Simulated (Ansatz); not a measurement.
# armchair graphene nanoribbon (N = 4, H/H2 edges): bands by functional and under strain, part 2 of 4

Aim: is the armchair graphene nanoribbon (N = 4, H/H2 edges) a metal or a semiconductor?

Ansatz 0.2.0; DFT PBE, plane waves, PAW; relaxation of a wire's period (the session's first sound run).

So far. Step 2 (Relaxation of atoms and period): The cell's length comes to 4.348 Å with no moment.

**3. The wire at its relaxed period**

This step: DFT PBE, plane waves, PAW; channels and complex bands of a perfect wire (Ansatz 0.2.0).

At the relaxed period the Bloch states of the perfect wire are found at each energy: those that move forward count the open channels, and those that decay describe how a disturbance dies away inside the wire itself. An energy step of 0.035 eV is under the 0.039 eV that the program asks for its thermal average at 300 K.

input.yaml

```yaml
crystal:
  lattice:
    - [12.187, 0.0, 0.0]
    - [0.0, 8.76, 0.0]
    - [0.0, 0.0, 4.3483559958]
  atoms:
    - { symbol: C, position: [0.362900459, 0.5, 0.007416263] }
    - { symbol: C, position: [0.560092644, 0.5, 0.004431914] }
    - { symbol: C, position: [0.362900459, 0.5, 0.32591707] }
    - { symbol: C, position: [0.560092644, 0.5, 0.328901419] }
    - { symbol: H, position: [0.716850138, 0.599127155, 0.407958133] }
    - { symbol: H, position: [0.716850138, 0.400872845, 0.407958133] }
    - { symbol: H, position: [0.284009208, 0.5, 0.443317285] }
    - { symbol: C, position: [0.461044489, 0.5, 0.496576074] }
    - { symbol: C, position: [0.669493549, 0.5, 0.490101422] }
    - { symbol: C, position: [0.461044489, 0.5, 0.836757259] }
    - { symbol: C, position: [0.669493549, 0.5, 0.843231911] }
    - { symbol: H, position: [0.284009208, 0.5, 0.890016048] }
    - { symbol: H, position: [0.716850138, 0.599127155, 0.9253752] }
    - { symbol: H, position: [0.716850138, 0.400872845, 0.9253752] }
kpoints:
  mp_grid: { grid: [1, 1, 19] }
  band_path: { path: ["Γ", Z], npoints: 50 }
scf:
  occupations: { method: fermi_dirac, width: 0.05 }
hamiltonian:
  xc: pbe
output:
  transmission:
    e_range: [-2, 2]
    de: 0.035
    kmesh: [1, 1]
    reduced_basis: true
    leads: [[0, 0]]
  dos: { e_range: [-5, 4] }
  write_potential: true
  write_density: true
  volumetric_format: npy
  elf: true
```

Command:

```
> ansatz run input.yaml --threads 8 --pin off --max-ram 16384MiB --backend cpu --events-out ev --progress --plain --runs-dir out
```

Numbers of over 12 decimals in the logs are rounded to 6 here.

Log:

```text
[...]
Crystal: 14 atoms, lattice volume = 464.222 Å³
Basis set: ecut = 420 eV, 9095 PW (Γ)
Bands: 33, of which v1, the nominal top of the filled ones, is band 19 counted from 1 (18 counted from 0)
Symmetry: 4 space group operations
[...]
k-points: 10 of 19
[...]
SCF iter   1: F=—  HF=-2103.071935 eV  |F-HF|=—  |Δ(HF+E_count)|=         —  Δρ=2.76e-3  dr2=1.06e-1  ethr=1.77e-3  ⟨swp⟩=7.0  Hψ=1799  notcnv=0  defer=29
[...]
SCF iter   8: F=-2103.042803 eV  HF=-2103.042803 eV  |F-HF|=1.19e-8  |Δ(HF+E_count)|=   1.81e-7  Δρ=2.57e-6  dr2=1.71e-8  ethr=2.63e-10  ⟨swp⟩=14.9  Hψ=2033  notcnv=0
SCF 1 converged in 8 iterations: F = -2103.042803 eV  dr2 = 1.71e-8
[...]
NSCF: frozen V_eff on 51 k-points
transmission: 6 of 36 steps passed
transmission: 12 of 36 steps passed
[...]
transmission: 36 of 36 steps passed
WARN: The output density's exchange-correlation potential varies sharply where the density is thin. Do not read a vacuum level from v_tot or v_xc, or from such a field of the output density. On a cell that repeats whose density bears no net charge and no dipole along the vacuum's axis use v_es (v_loc + v_h of the components); under efield.dipole_correction with no amplitude use v_es + v_field, which holds any externa [...]
Second SCF, for the conductance: iteration 1, dr2 2.422e-8 eV
Second SCF, for the conductance: iteration 2, dr2 5.942e-9 eV
Second SCF, for the conductance: iteration 3, dr2 1.329e-9 eV
transmission: 6 of 36 steps passed
transmission: 12 of 36 steps passed
[...]
transmission: 36 of 36 steps passed
SCF converged after 8 iterations
Free energy (F): -2103.042803 eV
[...]
Internal energy: -2103.042803 eV  (E = F + TS)
E sigma→0 (E₀):  -2103.042803 eV
Fermi energy:    -1.685863 eV
[...]
--- Band table (eV; the first three rows and the last of 10) ---
  k-point 0: bands = [... 15 lower, -5.6860, -5.1232, -4.2318, -2.6034, -0.7696, 0.6249, 1.4008, 1.4799, ... 10 higher]
  k-point 1: bands = [... 15 lower, -5.6951, -5.1570, -4.2196, -2.7345, -0.6280, 0.6454, 1.4223, 1.4405, ... 10 higher]
  k-point 2: bands = [... 15 lower, -5.7319, -5.2555, -4.1868, -3.0447, -0.2863, 0.7070, 1.3333, 1.4863, ... 10 higher]
  k-point 9: bands = [... 15 lower, -6.8409, -6.0998, -5.7914, -3.7048, 0.3056, 2.2741, 2.6627, 2.8561, ... 10 higher]
--- Transmission ---
  basis      : 937 plane waves across, 6 finite elements along
  points     : 1, standing for a mesh of 1 x 1
  filling    : by a second SCF (3 iterations) under fermi_dirac of width 0.025852 eV on a mesh of 1 x 1 x 40, whose Fermi level is -1.685994 eV
  energies   : 115 from -2.000000 to 1.990000 eV about the Fermi level, 0.035000 eV apart; the leads are filled to 0.000000 eV, and channels, transmission and decay are at -0.005000 eV
  crystal 0  : C8H6, at the sites [0, 0], period 4.3484 Å: whole cells are its period
    offset         : up to 0.0000 Å between an atom of the period and one for which it stands
    filled         : 1.0 meV over the level at which it is neutral
    channels       : 0.000000e0 a spin
    conductance    : 5.7363e-2 S/m² at 300 K; may be off by some 0.4 % by where its bands' edges are placed, 0.1 % from the distance to neutral
    slowest decay  : 0.1335 /Å at (0.0000, 0.0000)
```

Elapsed: 3.9 min, on 8 threads of Arm Neoverse N1, shared host; peak memory 1.9 GiB; 22 min of CPU time.

The column dr2 measures how far the density is from self-consistency, as an energy; F and HF (Harris–Foulkes) agree once it is small.

Numbers from this step:

```yaml
channels_at_the_energy_nearest_the_fermi_level_one_spin: 0
conductance_of_the_lead_as_this_run_defines_it: 7.90e-16 G₀
slowest_decay_in_the_lead_at_the_energy_nearest_the_fermi_level: 0.1335 Å⁻¹
band_gap: 1.834 eV
```

Open channels of the lead, one spin against energy, zero at the Fermi level:

energy (eV), open channels of the lead, one spin and a bar:
```
   -2.000       1.00 ##############################
   -1.790       1.00 ##############################
   -1.615       1.00 ##############################
   -1.405       1.00 ##############################
   -1.195       1.00 ##############################
   -0.985       1.00 ##############################
   -0.810       0.00 
   -0.600       0.00 
   -0.390       0.00 
   -0.215       0.00 
   -0.005       0.00 
    0.205       0.00 
    0.415       0.00 
    0.590       0.00 
    0.800       0.00 
    1.010       1.00 ##############################
    1.185       1.00 ##############################
    1.395       1.00 ##############################
    1.605       1.00 ##############################
    1.815       1.00 ##############################
```

The slowest values at each energy, most degenerate partners merged, listed up to 1.5 1/Å. Im kz of the slowest decaying states against energy, zero at the Fermi level:

| energy (eV) | decay 1 (Å⁻¹) | decay 2 (Å⁻¹) | decay 3 (Å⁻¹) | decay 4 (Å⁻¹) |
| --- | --- | --- | --- | --- |
| -2.000 | 0.0857 | 0.421 | 0.448 | 0.501 |
| -1.790 | 0.285 | 0.441 | 0.459 | 0.507 |
| -1.615 | 0.354 | 0.455 | 0.468 | 0.512 |
| -1.405 | 0.405 | 0.471 | 0.477 | 0.517 |
| -1.195 | 0.437 | 0.484 | 0.485 | 0.521 |
| -0.985 | 0.458 | 0.492 | 0.495 | 0.524 |
| -0.810 | 0.0642 | 0.469 | 0.497 | 0.503 |
| -0.600 | 0.103 | 0.477 | 0.502 | 0.511 |
| -0.390 | 0.122 | 0.478 | 0.507 | 0.518 |
| -0.215 | 0.130 | 0.477 | 0.510 | 0.523 |
| -0.005 | 0.134 | 0.470 | 0.513 | 0.527 |
| 0.205 | 0.130 | 0.460 | 0.515 | 0.530 |
| 0.415 | 0.118 | 0.446 | 0.516 | 0.531 |
| 0.590 | 0.101 | 0.431 | 0.517 | 0.530 |
| 0.800 | 0.0642 | 0.408 | 0.517 | 0.528 |
| 1.010 | 0.381 | 0.516 | 0.526 | 0.528 |
| 1.185 | 0.353 | 0.516 | 0.521 | 0.524 |
| 1.395 | 0.311 | 0.499 | 0.515 | 0.520 |
| 1.605 | 0.257 | 0.446 | 0.513 | 0.517 |
| 1.815 | 0.176 | 0.375 | 0.505 | 0.510 |

The electronic bands at the labelled points (eV, zero at the Fermi level):

| point | band 16 | band 17 | band 18 | band 19 | band 20 | band 21 | band 22 | band 23 |
| --- | --- | --- | --- | --- | --- | --- | --- | --- |
| Γ | -4.00 | -3.44 | -2.55 | -0.92 | 0.92 | 2.31 | 3.09 | 3.17 |
| halfway | -4.45 | -4.10 | -2.61 | -2.17 | 2.54 | 2.65 | 2.78 | 3.56 |
| Z | -5.19 | -4.29 | -4.23 | -2.02 | 1.98 | 4.10 | 4.20 | 4.68 |

Valence density in the ca plane at fractional y = 0.500, with atoms of C and H within 0.2 Å of it. It is the smooth field of the valence electrons, not physical close to the nuclei.

Ten even steps from '_' (0.0 e/Å³) to '@' (2.0 e/Å³), each cell a mean:
```
____________________________
____________________________
____________________________
____________________________
____________________________
____________..__________..__
..______..--====--::--==++==
--..____::++%%%%%%####%%%%**
==::....--**%%##**++++##%%##
##**++**##%%##==::....--**%%
@@@@@@@@@@@@##--..__..::**@@
##==--==**@@@@**==----++%%@@
--......--**@@@@%%%%%%%%@@%%
++--::::==%%@@%%**++**##@@@@
%%%%####%%@@%%==::....--##@@
@@%%%%%%%%@@##::..____::++@@
++--::--==%%@@==..____::##@@
..______..--++::______..====
____________________________
____________________________
____________________________
____________________________
____________________________
____________________________
```
Columns run along c (4.3 Å), rows up along a (12.2 Å). Atoms in or near the plane, at fractional coordinates: C at (0.01, 0.36), C at (0.00, 0.56), C at (0.33, 0.36), C at (0.33, 0.56), H at (0.44, 0.28), C at (0.50, 0.46), C at (0.49, 0.67), C at (0.84, 0.46), C at (0.84, 0.67), H at (0.89, 0.28).

ELF in the ca plane at fractional y = 0.500, with atoms of C and H within 0.2 Å of it. It is the smooth field of the valence electrons, not physical close to the nuclei.

Ten even steps from '_' (0.00 × 1e-1) to '@' (9.97 × 1e-1), each cell a mean:
```
____________________________
____________________________
____________________________
____________________________
__________....__________....
::..____::--==--......::====
==::__..==****++==++++==****
==::__..====::..++@@##::..==
**--..::++##**==**%%##==++##
++++##**++##%%**==::--**%%##
..++@@##..::**++::__..==**--
**++++++++%%%%**++++++**%%%%
++::__..==**--..++@@##::::++
**--::--++%%##==++##**==**%%
--++%%**--++##**--::::++##**
::++%%**::==##**::__..++##++
%%++====##@@@@@@**__==@@@@@@
%%--__::##@@@@@@**__==@@@@@@
**..____++@@@@%%--__::##@@@@
::______..==++--______::++++
____________________________
____________________________
____________________________
____________________________
```
Columns run along c (4.3 Å), rows up along a (12.2 Å). Atoms in or near the plane, at fractional coordinates: C at (0.01, 0.36), C at (0.00, 0.56), C at (0.33, 0.36), C at (0.33, 0.56), H at (0.44, 0.28), C at (0.50, 0.46), C at (0.49, 0.67), C at (0.84, 0.46), C at (0.84, 0.67), H at (0.89, 0.28).

Electrostatic potential energy in the ca plane at fractional y = 0.500, with atoms of C and H within 0.2 Å of it. With pseudopotentials it is smooth inside the atoms' cores, unlike the true potential.

Values in eV, 24 rows by 14 columns, each cell a mean:
```
  2   2   2   2   2   2   2   2   2   2   2   2   2   2
  2   2   2   2   2   2   2   2   2   2   2   2   2   2
  2   2   2   2   2   2   2   2   2   2   2   2   2   2
  2   2   2   2   2   2   2   2   1   1   1   1   2   2
  1   1   1   1   1   1   1   1   1   1   1   1   1   1
  1   1   1   1   1   0  -1  -1   0   0   0  -1  -1   0
 -3   0   1   0  -2  -9 -20 -24 -14  -6 -10 -22 -23 -13
-10  -2   0  -1  -6 -34 -66 -72 -48 -17 -36 -68 -71 -46
-10  -5  -3  -4  -8 -24 -46 -51 -31 -11 -23 -47 -50 -32
-47 -33 -14 -25 -45 -43 -25  -9  -5  -2  -3  -8 -19 -38
-76 -57 -25 -45 -74 -70 -40  -8  -3  -1  -2  -6 -28 -63
-31 -20  -9 -15 -29 -31 -29 -26 -16  -7 -12 -24 -29 -31
-10  -4  -2  -3  -7 -31 -64 -72 -51 -21 -39 -69 -69 -43
-15  -9  -5  -7 -13 -26 -45 -52 -33 -13 -25 -49 -50 -32
-61 -45 -20 -35 -59 -56 -31 -11  -5  -3  -4  -9 -23 -49
-69 -51 -24 -41 -67 -62 -33  -6  -1   0  -1  -4 -23 -55
-19 -12  -6  -9 -17 -28 -38 -16  -3   0  -1 -10 -34 -33
 -3   0   0   0  -2 -16 -33 -16  -3   0  -1 -10 -31 -23
  0   1   1   1   1  -1  -1  -1   0   1   0  -1  -1  -1
  1   1   2   1   1   1   1   1   1   1   1   1   1   1
  2   2   2   2   2   2   1   1   1   1   1   1   1   2
  2   2   2   2   2   2   2   2   2   2   2   2   2   2
  2   2   2   2   2   2   2   2   2   2   2   2   2   2
  2   2   2   2   2   2   2   2   2   2   2   2   2   2
```
Columns run along c (4.3 Å; values clipped at the 3rd and 97th percentile), rows up along a (12.2 Å). Atoms in or near the plane, at fractional coordinates: C at (0.01, 0.36), C at (0.00, 0.56), C at (0.33, 0.36), C at (0.33, 0.56), H at (0.44, 0.28), C at (0.50, 0.46), C at (0.49, 0.67), C at (0.84, 0.46), C at (0.84, 0.67), H at (0.89, 0.28).

By hand: a barrier of this wire, of length L, would pass T ∝ exp(−2κL) at this energy; with κ = 0.134 Å⁻¹ one decade takes ln 10 / (2κ) = 8.62 Å.

At the computed energy nearest the Fermi level there are 0 channels a spin, and the thermal average gives 7.9e-16 G₀; the gap is 1.83 eV.

**4. Levels at the same atoms, level LDA, cutoff 420 eV**

This step: DFT LDA, plane waves, PAW; bands of a perfect wire at the PBE geometry (Ansatz 0.2.0).

The atoms stay at the PBE geometry and the functional changes. At fixed atoms LDA and the gradient-corrected functionals usually give like bands; this run checks that. Against the first PBE run of this kind, the mesh along the wire has 14 points against 19.

input.yaml, as its differences from that of step 3:

```diff
@@ -21,3 +21,3 @@
 kpoints:
-  mp_grid: { grid: [1, 1, 19] }
+  mp_grid: { grid: [1, 1, 14] }
   band_path: { path: ["Γ", Z], npoints: 50 }
@@ -26,14 +26,2 @@
 hamiltonian:
-  xc: pbe
-output:
-  transmission:
-    e_range: [-2, 2]
-    de: 0.035
-    kmesh: [1, 1]
-    reduced_basis: true
-    leads: [[0, 0]]
-  dos: { e_range: [-5, 4] }
-  write_potential: true
-  write_density: true
-  volumetric_format: npy
-  elf: true
+  xc: lda
```

Log:

```text
[...]
Crystal: 14 atoms, lattice volume = 464.222 Å³
Basis set: ecut = 420 eV, 9095 PW (Γ)
Bands: 33, of which v1, the nominal top of the filled ones, is band 19 counted from 1 (18 counted from 0)
Symmetry: 4 space group operations
[...]
k-points: 8 of 14
[...]
SCF iter   1: F=—  HF=-2037.096441 eV  |F-HF|=—  |Δ(HF+E_count)|=         —  Δρ=4.40e-3  dr2=1.51e-1  ethr=1.77e-3  ⟨swp⟩=6.6  Hψ=1428  notcnv=0  defer=28
[...]
SCF iter   8: F=-2037.059355 eV  HF=-2037.059355 eV  |F-HF|=1.95e-8  |Δ(HF+E_count)|=   5.18e-7  Δρ=2.44e-6  dr2=2.81e-8  ethr=2.63e-10  ⟨swp⟩=16.0  Hψ=1622  notcnv=0
SCF 1 converged in 8 iterations: F = -2037.059355 eV  dr2 = 2.81e-8
[...]
SCF converged after 8 iterations
Free energy (F): -2037.059355 eV
[...]
Internal energy: -2037.059355 eV  (E = F + TS)
E sigma→0 (E₀):  -2037.059355 eV
Fermi energy:    -1.905658 eV
[...]
--- Band table (eV; the first three rows and the last of 8) ---
  k-point 0: bands = [... 15 lower, -5.8849, -5.2627, -4.4464, -2.8023, -1.0093, 0.5645, 1.2592, 1.3592, ... 10 higher]
  k-point 1: bands = [... 15 lower, -5.8984, -5.3261, -4.4228, -3.0326, -0.7591, 0.6021, 1.1868, 1.3987, ... 10 higher]
  k-point 2: bands = [... 15 lower, -5.9719, -5.5059, -4.3678, -3.5097, -0.2185, 0.7151, 0.9987, 1.5160, ... 10 higher]
  k-point 7: bands = [... 15 lower, -7.0124, -6.1710, -6.1394, -3.8819, 0.0364, 2.3185, 2.4496, 2.7515, ... 10 higher]
```

The job ended after 13 s (8 threads; peak memory 1.2 GiB; 1.7 min of CPU time).

Numbers from this step:

| Property | Result |
| --- | --- |
| band gap | 1.793 eV |

The electronic bands at the labelled points (eV, zero at the Fermi level):

| point | band 16 | band 17 | band 18 | band 19 | band 20 | band 21 | band 22 | band 23 |
| --- | --- | --- | --- | --- | --- | --- | --- | --- |
| Γ | -3.98 | -3.36 | -2.54 | -0.90 | 0.90 | 2.47 | 3.16 | 3.26 |
| halfway | -4.40 | -4.03 | -2.61 | -2.14 | 2.52 | 2.63 | 2.93 | 3.74 |
| Z | -5.11 | -4.27 | -4.23 | -1.98 | 1.94 | 4.22 | 4.36 | 4.66 |

The gap is 1.79 eV, against 1.83 eV under PBE at the relaxed period.

**5. Another level of theory, level PBEsol, cutoff 420 eV**

This step: DFT PBEsol, plane waves, PAW; bands of a perfect wire at the PBE geometry (Ansatz 0.2.0).

The atoms stay at the PBE geometry and the functional changes. At fixed atoms LDA and the gradient-corrected functionals usually give like bands; this run checks that. Against the first PBE run of this kind, the mesh along the wire has 14 points against 19.

input.yaml, as its differences from that of step 4:

```diff
@@ -26,2 +26,2 @@
 hamiltonian:
-  xc: lda
+  xc: pbesol
```

Log:

```text
[...]
Crystal: 14 atoms, lattice volume = 464.222 Å³
Basis set: ecut = 420 eV, 9095 PW (Γ)
Bands: 33, of which v1, the nominal top of the filled ones, is band 19 counted from 1 (18 counted from 0)
Symmetry: 4 space group operations
[...]
k-points: 8 of 14
[...]
--- Band table (eV; the first three rows and the last of 8) ---
  k-point 0: bands = [... 15 lower, -5.6819, -5.0889, -4.2593, -2.6208, -0.8051, 0.6922, 1.4637, 1.4694, ... 10 higher]
  k-point 1: bands = [... 15 lower, -5.6977, -5.1520, -4.2364, -2.8511, -0.5547, 0.7300, 1.3924, 1.5091, ... 10 higher]
  k-point 2: bands = [... 15 lower, -5.7765, -5.3309, -4.1827, -3.3296, -0.0123, 0.8437, 1.2072, 1.6271, ... 10 higher]
  k-point 7: bands = [... 15 lower, -6.8548, -6.0008, -5.9563, -3.7089, 0.2612, 2.4763, 2.5867, 2.9746, ... 10 higher]
[key lines of the parts left out:]
SCF converged after 8 iterations
Free energy (F): -2067.500121 eV
Fermi energy:    -1.712783 eV
```

Wall time 13 s (8 threads); peak memory 1.2 GiB.

The gap is 1.82 eV, against 1.83 eV under PBE at the relaxed period.

**6. Levels at the same atoms, level r2SCAN, cutoff 500 eV**

This step: DFT r2SCAN, plane waves, PAW; bands of a perfect wire at the PBE geometry (Ansatz 0.2.0).

The atoms stay at the PBE geometry and the functional changes. r2SCAN also reads the kinetic-energy density; it often gives larger moments and wider gaps than PBE, at a higher cost. Against the first PBE run of this kind, the cutoff is 500 eV against 420 and the mesh along the wire has 14 points against 19.

input.yaml, as its differences from that of step 5:

```diff
@@ -26,2 +26,2 @@
 hamiltonian:
-  xc: pbesol
+  xc: r2scan
```

Log:

```text
[...]
Crystal: 14 atoms, lattice volume = 464.222 Å³
Basis set: ecut = 500 eV, 11785 PW (Γ), exchange–correlation on 360×256×128 points (64 copies of the dense FFT grid, shifted against one another)
Bands: 33, of which v1, the nominal top of the filled ones, is band 19 counted from 1 (18 counted from 0)
Symmetry: 4 space group operations
[...]
k-points: 8 of 14
[...]
--- Band table (eV; the first three rows and the last of 8) ---
  k-point 0: bands = [... 15 lower, -5.9442, -5.3787, -4.4038, -2.6834, -0.6983, 1.1290, 1.6787, 1.9178, ... 10 higher]
  k-point 1: bands = [... 15 lower, -5.9657, -5.4431, -4.3813, -2.9243, -0.4352, 1.1676, 1.6062, 1.9585, ... 10 higher]
  k-point 2: bands = [... 15 lower, -6.0592, -5.6255, -4.3278, -3.4300, 0.1402, 1.2838, 1.4152, 2.0796, ... 10 higher]
  k-point 7: bands = [... 15 lower, -7.2237, -6.2672, -6.1855, -3.8542, 0.4374, 2.9630, 3.0616, 3.3370, ... 10 higher]
[key lines of the parts left out:]
SCF converged after 8 iterations
Free energy (F): -2109.040709 eV
Fermi energy:    -1.690702 eV
```

Run time: 25 s. Hardware: 8 threads; peak memory 1.9 GiB; 3.2 min of CPU time.

The electronic bands at the labelled points (eV, zero at the Fermi level):

| point | band 16 | band 17 | band 18 | band 19 | band 20 | band 21 | band 22 | band 23 |
| --- | --- | --- | --- | --- | --- | --- | --- | --- |
| Γ | -4.25 | -3.69 | -2.71 | -0.99 | 0.99 | 2.82 | 3.37 | 3.61 |
| halfway | -4.74 | -4.37 | -2.79 | -2.32 | 2.71 | 2.85 | 3.29 | 4.10 |
| Z | -5.53 | -4.58 | -4.49 | -2.16 | 2.13 | 4.65 | 4.75 | 5.03 |

The gap is 1.99 eV, against 1.83 eV under PBE at the relaxed period.

(Part 2 of 4 ends here.)

[Logs are printed without paths, hosts, clocks, repeated set-up lines and the standing remarks that a program may print on its own settings, such as how far it seeks lower states.]

[Hosts, paths, dates, database ids (printed as entryN), source tags and the programs' standing remarks are cut or masked in the printed files.]
